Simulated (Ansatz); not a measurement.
## 1T-CrSeTe monolayer in a perpendicular field

Wanted: the out-of-plane response of the 1T-CrSeTe monolayer. A positive field points along +c.

Calculated with Ansatz 0.2.0; plane-wave DFT, PBE-D3(BJ), Ansatz PAW.

**1. The starting structure**

The cell holds 3 atoms: 1 Te, 1 Cr and 1 Se. Its edges and angles: a = 3.450 Å, b = 3.450 Å, c = 37.412 Å, α = 90.0°, β = 90.0°, γ = 120.0°. Vacuum lies along c.

**2. Relaxation**

The starting cell is a guess, so the in-plane lattice and the atoms are relaxed first, with the slab cut off from its images along the normal.

The input, input.yaml:

```yaml
crystal:
  lattice:
    - [3.45, 0.0, 0.0]
    - [-1.725, 2.9877876431, 0.0]
    - [0.0, 0.0, 37.4116783408]
  atoms:
    - { symbol: Te, position: [0.6666666667, 0.3333333333, 0.4570765269] }
    - { symbol: Cr, position: [0.0, 0.0, 0.5038365676], spin: 3.0 }
    - { symbol: Se, position: [0.3333333333, 0.6666666667, 0.5429234731] }
  periodic: [true, true, false]
magnetization:
  spin_polarized: true
kpoints:
  mp_grid: { grid: [12, 12, 1] }
hamiltonian:
  xc: pbe
  dispersion: d3bj
scf:
  occupations: { method: fermi_dirac, width: 0.05 }
  convergence: { dr2_threshold: 1.0e-09 }
relax:
  f_tol: 0.004
  max_steps: 90
  cell: {}
output:
  write_potential: true
  write_density: true
  volumetric_format: npy
```

Started as:

```bash
$ ansatz run input.yaml --threads 4 --pin off --max-ram 6144MiB --backend cpu --events-out ev --progress --plain --runs-dir out
```

Numbers of over 12 decimals in the logs are rounded to 6 here.

What it wrote:

```text
Warning: relax.cell: scf.convergence.dr2_threshold = 1e-9 eV is looser than the 1.71872055839e-10 eV advised for a relaxation that steers and ends on the stress (1e-10 eV for each atom of the cell: 3, times the square of relax.cell.stress_2d_tol = 0.05 N/m over 13.2 Å (the atoms' height at the walk's start and 5 Å past either face), 3.785e-2 GPa, over a crystal's default 0.05). What an SCF threshold leaves in a stress goes as its square root, and in the free energy as the threshold itself, and one threshold admits the most on a small cell: [figures from the program's tests cut] Set scf.convergence.dr2_threshold to 1.71872055839e-10 eV or tighter. [rest of the remark cut]
Engine: ansatz 0.2.0, x86_64-unknown-linux-gnu
Pseudopotentials: kind: paw
Pseudopotential: Te, paw, valence charge 16, recommended cutoff 420 eV (normal), Te.paw.azcp
Pseudopotential: Cr, paw, valence charge 14, recommended cutoff 420 eV (normal), Cr.paw.azcp
Pseudopotential: Se, paw, valence charge 16, recommended cutoff 420 eV (normal), Se.paw.azcp
Functional definition: PBE
  parameter kappa = 0.804
  parameter beta = 0.066725
  exchange = pbe_x(kappa = kappa, mu = beta*pi^2/3)
  correlation = pbe_c(beta = beta)
Crystal: 3 atoms, lattice volume = 385.635 Å³
Basis set: ecut = 420 eV, 7493 PW (Γ), exchange–correlation on 48×48×512 points (8 copies of the dense FFT grid, shifted against one another)
Bands: 30, of which v1, the nominal top of the filled ones, is band 23 counted from 1 (22 counted from 0)
Symmetry: 6 space group operations
Space group: P3m1 (ITA 156), of the structure as read, at distance tolerance 7.3e-5 Å
Magnetic group: BNS 156.49 (UNI 1279), of the structure as read, at distance tolerance 7.3e-5 Å
k-points: 19 of 144 (time reversal used)
Non-local potential: Te, projectors of the file, l = 0: 2, l = 1: 2, l = 2: 2, l = 3: 2
Non-local potential: Cr, projectors of the file, l = 0: 3, l = 1: 2, l = 2: 3, l = 3: 1
Non-local potential: Se, projectors of the file, l = 0: 2, l = 1: 2, l = 2: 3, l = 3: 1
PAW form: soft (Blöchl's): semilocal exchange-correlation on the pseudo side does not see the compensation charge
PAW one-centre angular grid: Te, 590 points (default); XC on 64 Gauss nodes
PAW one-centre angular grid: Cr, 590 points (default); XC on 64 Gauss nodes
PAW one-centre angular grid: Se, 590 points (default); XC on 64 Gauss nodes
Initial density: superposition of atomic densities (neutral atoms: chi_scale 0, normalization atom)
Starting moments: Σ|m| = 3 μB on 1 of 3 sites
Initial wavefunctions: pseudopotential atomic-orbital guess
Functional: x = pbe(κ = 0.804, μ = 0.219515), c = pbe(β = 0.066725)
SCF iter   1: F=—  HF=-15829.615303 eV  |F-HF|=—  |Δ(HF+E_count)|=         —  Δρ=2.12e-2 (↑2.12e-2 ↓1.46e-2)  dr2=5.35e0  dr2_m=1.44e-1  M=2.325 μB ∫|m|=2.832 μB  β_m=0.30  ethr=3.10e-3  ⟨swp⟩=17.4  Hψ=8777  notcnv=0
Mixer restart at iter 1: flushing history
preconditioner: auto → LDOS  [metal: Δε(μ)=0.073 eV  Ē_g=8.794 eV  σ=0.050 eV  W_gap=0.35  n_scr=22 (ndim 8)  ℏωp=8.0 eV  f_vac=0.800  D(μ)=2.78/eV (n_scr^D=12)]
spin=Collinear: LDOS preconditioning applied to the charge; magnetization (m = ρ↑ − ρ↓) channel mixes plain (no charge-response kernel on spin).
SCF iter   2: F=—  HF=-15828.794042 eV  |F-HF|=—  |Δ(HF+E_count)|=   8.21e-1  Δρ=1.05e-2 (↑1.05e-2 ↓1.01e-2)  dr2=1.90e0  dr2_m=5.59e-2  M=2.355 μB ∫|m|=2.910 μB  β_m=0.47  ethr=3.10e-3  ⟨swp⟩=3.4  Hψ=2394  notcnv=0  defer=68
SCF iter   3: F=—  HF=-15828.574704 eV  |F-HF|=—  |Δ(HF+E_count)|=   2.19e-1  Δρ=3.49e-3 (↑2.03e-3 ↓3.49e-3)  dr2=4.72e-2  dr2_m=1.80e-2  M=2.363 μB ∫|m|=2.992 μB  β_m=0.55  ethr=3.10e-3  ⟨swp⟩=3.0  Hψ=1862  notcnv=0  defer=68
SCF iter   4: F=—  HF=-15828.591276 eV  |F-HF|=—  |Δ(HF+E_count)|=         —  Δρ=1.59e-3 (↑1.59e-3 ↓1.41e-3)  dr2=1.97e-3  dr2_m=7.11e-3  M=2.370 μB ∫|m|=3.061 μB  β_m=0.55  ethr=1.03e-4  ⟨swp⟩=3.8  Hψ=2911  notcnv=0  defer=69
SCF iter   5: F=—  HF=-15828.594879 eV  |F-HF|=—  |Δ(HF+E_count)|=   3.60e-3  Δρ=6.65e-4 (↑6.49e-4 ↓6.65e-4)  dr2=1.01e-3  dr2_m=1.42e-3  M=2.369 μB ∫|m|=3.066 μB  β_m=0.70  ethr=4.28e-6  ⟨swp⟩=3.3  Hψ=2517  notcnv=0  defer=70
SCF iter   6: F=—  HF=-15828.595572 eV  |F-HF|=—  |Δ(HF+E_count)|=   6.94e-4  Δρ=1.34e-4 (↑1.34e-4 ↓7.43e-5)  dr2=9.82e-5  dr2_m=2.88e-5  M=2.368 μB ∫|m|=3.072 μB  β_m=0.76  ethr=2.19e-6  ⟨swp⟩=3.1  Hψ=2119  notcnv=0  defer=70
SCF iter   7: F=—  HF=-15828.595559 eV  |F-HF|=—  |Δ(HF+E_count)|=   1.30e-5  Δρ=2.65e-5 (↑2.63e-5 ↓2.65e-5)  dr2=1.44e-5  dr2_m=5.03e-7  M=2.368 μB ∫|m|=3.071 μB  β_m=0.68  ethr=2.14e-7  ⟨swp⟩=3.0  Hψ=2142  notcnv=0  defer=70
SCF iter   8: F=—  HF=-15828.595559 eV  |F-HF|=—  |Δ(HF+E_count)|=   8.54e-7  Δρ=6.86e-6 (↑6.70e-6 ↓6.86e-6)  dr2=9.91e-7  dr2_m=6.48e-8  M=2.368 μB ∫|m|=3.071 μB  β_m=0.69  ethr=3.13e-8  ⟨swp⟩=3.3  Hψ=2153  notcnv=0  defer=70
SCF iter   9: F=—  HF=-15828.595559 eV  |F-HF|=—  |Δ(HF+E_count)|=   8.16e-7  Δρ=2.71e-6 (↑2.09e-6 ↓2.71e-6)  dr2=5.72e-8  dr2_m=1.13e-8  M=2.368 μB ∫|m|=3.071 μB  β_m=0.75  ethr=2.15e-9  ⟨swp⟩=3.0  Hψ=2071  notcnv=0  defer=70
SCF iter  10: F=—  HF=-15828.595560 eV  |F-HF|=—  |Δ(HF+E_count)|=   1.81e-7  Δρ=9.25e-7 (↑5.29e-7 ↓9.25e-7)  dr2=3.21e-9  dr2_m=9.48e-10  M=2.368 μB ∫|m|=3.071 μB  β_m=0.71  ethr=1.24e-10  ⟨swp⟩=3.1  Hψ=2362  notcnv=0  defer=70
SCF iter  11: F=—  HF=-15828.595560 eV  |F-HF|=—  |Δ(HF+E_count)|=   2.63e-8  Δρ=3.34e-7 (↑3.34e-7 ↓2.41e-7)  dr2=8.16e-10  dr2_m=2.34e-10  M=2.368 μB ∫|m|=3.071 μB  β_m=0.73  ethr=6.97e-12  ⟨swp⟩=3.8  Hψ=2502  notcnv=0  defer=70
SCF iter  12: F=-15828.595560 eV  HF=-15828.595560 eV  |F-HF|=5.68e-10  |Δ(HF+E_count)|=  4.46e-10  Δρ=8.32e-8 (↑8.32e-8 ↓7.70e-8)  dr2=9.17e-11  dr2_m=6.30e-12  M=2.368 μB ∫|m|=3.071 μB  ethr=1.77e-12  ⟨swp⟩=8.0  Hψ=7241  notcnv=0
WARN: dispersion: an atom stands within reach of a switch of its C6 between two reference coordination numbers of its element: through that C6 alone, e_disp changes by 0.025 eV or more while the distances to its neighbours run over a stretch of 0.05 Å that contains this geometry (sites counted from 0 in the run's list of atoms or, in a supercell that it derives, in that cell's: here a list of 3) — site 1 (Cr): coordination number 6.243 (about 6.03 to 6.45 with every neighbour 0.05 Å farther or nearer), switch near 6.223 between the references 10.619 (weight 0.81) and 1.827 (weight 0.19), e_disp changing by some 0.19 eV. [rest of the remark cut]
SCF 1 converged in 12 iterations: F = -15828.595560 eV  dr2 = 9.17e-11
[...]
preconditioner: auto → LDOS  [metal: Δε(μ)=0.060 eV  Ē_g=8.170 eV  σ=0.050 eV  W_gap=0.28  n_scr=16 (ndim 8)  ℏωp=7.9 eV  f_vac=0.804  D(μ)=1.24/eV (n_scr^D=8)]
spin=Collinear: LDOS preconditioning applied to the charge; magnetization (m = ρ↑ − ρ↓) channel mixes plain (no charge-response kernel on spin).
SCF iter   2: F=—  HF=-15828.816267 eV  |F-HF|=—  |Δ(HF+E_count)|=   6.12e-3  Δρ=3.72e-5 (↑3.72e-5 ↓3.28e-5)  dr2=1.00e-6  dr2_m=8.69e-8  M=2.402 μB ∫|m|=3.154 μB  β_m=0.56  ethr=9.20e-9  ⟨swp⟩=4.1  Hψ=2917  notcnv=0
SCF iter   3: F=—  HF=-15828.817453 eV  |F-HF|=—  |Δ(HF+E_count)|=   1.19e-3  Δρ=1.66e-5 (↑1.66e-5 ↓1.46e-5)  dr2=2.09e-7  dr2_m=1.83e-8  M=2.402 μB ∫|m|=3.154 μB  β_m=0.68  ethr=2.18e-9  ⟨swp⟩=3.5  Hψ=2141  notcnv=0
SCF iter   4: F=—  HF=-15828.817942 eV  |F-HF|=—  |Δ(HF+E_count)|=   4.89e-4  Δρ=2.30e-6 (↑2.30e-6 ↓1.81e-6)  dr2=2.73e-8  dr2_m=1.18e-9  M=2.402 μB ∫|m|=3.154 μB  β_m=0.63  ethr=4.54e-10  ⟨swp⟩=4.3  Hψ=2757  notcnv=0  defer=1
SCF iter   5: F=—  HF=-15828.817991 eV  |F-HF|=—  |Δ(HF+E_count)|=   4.88e-5  Δρ=4.27e-7 (↑4.27e-7 ↓2.65e-7)  dr2=1.45e-9  dr2_m=1.81e-10  M=2.402 μB ∫|m|=3.154 μB  β_m=0.63  ethr=5.94e-11  ⟨swp⟩=4.2  Hψ=2514  notcnv=0  defer=3
iter 6 met the thresholds in force, and the SCF goes on: an eigenvalue changes by 1.51 meV, over its tolerance of 0.06 meV (output.eigenvalues, Limitations)
SCF iter   6: F=-15828.817991 eV  HF=-15828.817991 eV  |F-HF|=2.43e-8  |Δ(HF+E_count)|=   6.79e-8  Δρ=1.26e-7 (↑1.26e-7 ↓1.09e-7)  dr2=3.89e-10  dr2_m=1.31e-11  M=2.402 μB ∫|m|=3.154 μB  β_m=0.72  ethr=2.17e-12  ⟨swp⟩=14.7  Hψ=8673  notcnv=0
iter 7 met the thresholds in force, and the SCF goes on: an eigenvalue changes by 0.37 meV, over its tolerance of 0.05 meV (output.eigenvalues, Limitations)
SCF iter   7: F=-15828.817991 eV  HF=-15828.817991 eV  |F-HF|=6.00e-11  |Δ(HF+E_count)|=   2.44e-8  Δρ=4.75e-8 (↑4.75e-8 ↓2.46e-8)  dr2=4.00e-11  dr2_m=1.33e-12  M=2.402 μB ∫|m|=3.154 μB  β_m=1.00  ethr=1.00e-12  ⟨swp⟩=7.9  Hψ=6302  notcnv=0
Mixer restart at iter 7: flushing history
iter 8 met the thresholds in force, and the SCF goes on: an eigenvalue changes by 0.17 meV, over its tolerance of 0.06 meV (output.eigenvalues, Limitations)
SCF iter   8: F=-15828.817991 eV  HF=-15828.817991 eV  |F-HF|=6.98e-10  |Δ(HF+E_count)|=  1.66e-10  Δρ=5.25e-8 (↑5.25e-8 ↓4.73e-8)  dr2=7.35e-10  dr2_m=3.92e-13  M=2.402 μB ∫|m|=3.154 μB  β_m=1.00  ethr=1.00e-12  ⟨swp⟩=7.9  Hψ=6182  notcnv=0  κ⁻¹=1.0e0(r=1)
SCF iter   9: F=-15828.817991 eV  HF=-15828.817991 eV  |F-HF|=1.82e-12  |Δ(HF+E_count)|=  8.55e-11  Δρ=5.31e-8 (↑5.31e-8 ↓2.62e-8)  dr2=8.94e-11  dr2_m=8.09e-13  M=2.402 μB ∫|m|=3.154 μB  ethr=1.00e-12  ⟨swp⟩=6.6  Hψ=5401  notcnv=0
WARN: dispersion: an atom stands within reach of a switch of its C6 between two reference coordination numbers of its element: through that C6 alone, e_disp changes by 0.025 eV or more while the distances to its neighbours run over a stretch of 0.05 Å that contains this geometry (sites counted from 0 in the run's list of atoms or, in a supercell that it derives, in that cell's: here a list of 3) — site 1 (Cr): coordination number 6.054 (about 5.84 to 6.27 with every neighbour 0.05 Å farther or nearer), switch near 6.223 between the references 1.827 (weight 1.00) and 10.619 (weight 0.00), e_disp changing by some 0.18 eV. [rest of the remark cut]
SCF 9 converged in 9 iterations: F = -15828.817991 eV  dr2 = 8.94e-11
relax step   9: F+E_penalty+E_count = -15828.81799104 eV  Δ(F+E_penalty+E_count) = -4.421e-4 eV  max|allowed force component| = 1.122e-3 eV/Å  Δτ_max = 0.0000 Å  P = +0.002 N/m  Ω = 396.661 Å³  fix = [c, alpha, beta]  reactions: c +0.000 N/m  stress off target by 1.87e-3 N/m on what of the cell is left free  SCF on the basis re-selected at this cell (its energy is not comparable with the rows above)  (9 SCF iters)
basis re-selected at this cell: Δ(F+E_penalty+E_count) = -4.421e-4 eV, ΔP = +0.005 N/m vs the last step (what re-selecting the basis moved, of the pressure what is left beyond the Pulay correction that the steps carried, after the strain that the cell walked since its last selection, with what the two solves' SCF thresholds leave and, on support functions, any second-order correction that the steps lacked; it is no m [...]
WARN: The output density's exchange-correlation potential varies sharply where the density is thin. Do not read a vacuum level from v_tot or v_xc, or from such a field of the output density. On a cell that repeats whose density bears no net charge and no dipole along the vacuum's axis use v_es (v_loc + v_h of the components); under efield.dipole_correction with no amplitude use v_es + v_field, which holds any externa [...]
SCF converged after 9 iterations
an eigenvalue changed by more than its tolerance at an iteration that met the thresholds in force, so the SCF went on 3 times, its first undamped step at iteration 7: the last check found none over its tolerance
Magnetization: 2.4017 μB (24.2009 up, 21.7991 down)
Absolute magnetization: 3.1478 μB (∫|ρ↑−ρ↓|, with the PAW one-centre terms)
Spin contamination: 0.2078 ħ² per cell (⟨S²⟩ above its minimum at these occupations)
Per-site moments (μB) at R_I (Å): [(-0.132001, 1.129824), (2.451081, 1.004540), (-0.109010, 1.004540)]
Free energy (F): -15828.817991 eV
Harris-Foulkes:  -15828.817991 eV  (|F-HF|=1.82e-12)
Internal energy: -15828.807150 eV  (E = F + TS)
E sigma→0 (E₀):  -15828.812571 eV
Entropy (-TS):   -0.010841 eV (-3.614 meV/atom)
Fermi energy:    -5.108226 eV
--- Per-component energies (eV) ---
  E_band       = -1552.856949
  E_kinetic    = 641.672364
  E_local      = -144325.547706  (includes V_loc(G=0)·N_el)
  E_nonlocal   = -823.595766
  E_hartree    = 71868.998261
  E_xc         = -367.445510
  E_vxc        = -379.406686  (∫ρ·V_xc dr)
  E_paw        = -7771.287685  (= ΣΔE_a)
  E_vpaw       = -403.976254  (= ΣTr[D̂ρ^β])
  E_aug_tail   = -0.000386  (compensation charges beyond the density's cutoff)
  E_ewald      = 64949.474014
  E_disp       = -1.074735  (pairwise vdW)
  E_smearing   = -0.010841  (= −TS)
  E_closure    = 0.000000  (closes the sum)
  Σ components = -15828.817991   (vs F -15828.817991, Δ=0.00e0)
--- Forces (eV/Å), atoms counted from 1 ---
  atom   1  Te    -0.00000000     0.00000000     0.00004439
  atom   2  Cr     0.00000000    -0.00000000    -0.00112198
  atom   3  Se     0.00000000    -0.00000000     0.00107792
  max |Σ_I F_I| component: 3.37e-7 eV/Å
--- 2D stress c σ (N/m, compression-positive) ---
        0.001866      -0.000000      -0.000000
       -0.000000       0.001866      -0.000000
       -0.000000      -0.000000       0.000000
  P = ½ c Tr σ = 0.0019 N/m
--- Band table (eV; the first three rows and the last of 38) ---
  k-point 0 ↑: bands = [... 19 lower, -7.1175, -6.2848, -6.2848, -5.4965, -3.5632, -3.5632, -1.8616, -1.8616, ... 3 higher]
  k-point 1 ↑: bands = [... 19 lower, -6.9513, -6.3520, -6.3353, -5.5428, -3.9556, -3.6353, -2.4588, -1.9982, ... 3 higher]
  k-point 2 ↑: bands = [... 19 lower, -6.9276, -6.6128, -6.4394, -5.6956, -4.6140, -3.8801, -3.3378, -2.2574, ... 3 higher]
  k-point 18 ↓: bands = [... 19 lower, -8.1688, -7.0964, -7.0130, -3.3297, -3.1568, -3.1131, -2.3876, -1.9414, ... 3 higher]
  the weakly bound empty levels are not read free of the cell's end (no_gap_told)
--- Relaxed structure (8 steps of the walk, 8 accepted, 1 SCFs on fresh bases) ---
  F+E_penalty+E_count = -15828.81799104 eV   max|allowed force component| = 1.122e-3 eV/Å   (the final SCF, on the basis selected at the relaxed cell)
  cell:  # Å, volume = 396.6605 Å³
    - [3.498973, 0, 0]
    - [-1.749486, 3.030199, 0]
    - [0, 0, 37.4116783408]
  atoms:
    - { symbol: Te, position: [0.666667, 0.333333, 0.456202] }
    - { symbol: Cr, position: [0, 0, 0.505641] }
    - { symbol: Se, position: [0.333333, 0.666667, 0.541993] }
```

Wall time 1.8 min (4 threads of Intel Xeon Platinum 8175M at 2.50GHz (Skylake/Cascade Lake), shared host); peak memory 1 GiB; 7 min of CPU time.

Relaxation path:

| step | energy less that of the first step (eV) | largest force component (eV/Å) | volume (Å³) |
| --- | --- | --- | --- |
| 1 | 0.0000 | 2.3506 | 385.63 |
| 2 | -0.0137 | 1.0554 | 411.39 |
| 3 | -0.1363 | 0.7137 | 412.62 |
| 4 | -0.1830 | 0.6036 | 409.35 |
| 5 | -0.2152 | 0.1520 | 405.16 |
| 6 | -0.2200 | 0.0531 | 401.45 |
| 7 | -0.2219 | 0.0243 | 396.99 |
| 8 | -0.2220 | 0.0012 | 396.66 |
| 9* | -0.2224 | 0.0011 | 396.66 |

Relaxation steps marked * repeat the geometry before them on a plane-wave basis chosen anew for their cell, so energy and pressure can jump there.

Forces are held to the 6 operations that the run works with; a distortion that breaks them can't arise in this run.

| cell as run | before | after | change |
| --- | --- | --- | --- |
| a (Å) | 3.450 | 3.499 | +1.4 % |
| b (Å) | 3.450 | 3.499 | +1.4 % |

The atoms that moved most (Å, along periodic axes as changes of fractional coordinates times the final cell, across vacuum about the mean position):

| atom | dx | dy | dz | length |
| --- | --- | --- | --- | --- |
| Cr2 | 0.000 | 0.000 | 0.068 | 0.068 |
| Se3 | 0.000 | 0.000 | -0.035 | 0.035 |
| Te1 | 0.000 | 0.000 | -0.033 | 0.033 |

The relaxed structure:

```
Te Cr Se
1.0
     3.49897    0.00000    0.00000
    -1.74949    3.03020    0.00000
     0.00000    0.00000   37.41168
Te Cr Se
1 1 1
Direct
  0.66667 0.33333 0.45620
  0.00000 0.00000 0.50564
  0.33333 0.66667 0.54199
```

This step gave:

* energy at zero smearing: -15828.8126 eV
* total moment: 2.402 μB
* site moments: -0.1320, 2.451, -0.1090 μB

Site moment by atom:

| atom | site moment (μB) |
| --- | --- |
| Te1 | -0.13 |
| Cr2 | 2.45 |
| Se3 | -0.11 |

The lattice constant a goes from 3.450 to 3.499 Å.

(Part 1 of 4 ends here.)

[Logs are printed without paths, hosts, clocks, repeated set-up lines and the standing remarks that a program may print on its own settings, such as how far it seeks lower states.]

[Hosts, paths, dates, database ids (printed as entryN), source tags and the programs' standing remarks are cut or masked in the printed files.]

[Maps of the electrostatic potential energy from Ansatz leave out the sawtooth potential of an applied field or a dipole correction, so their vacuum need not be flat; planar profiles and work functions include it.]
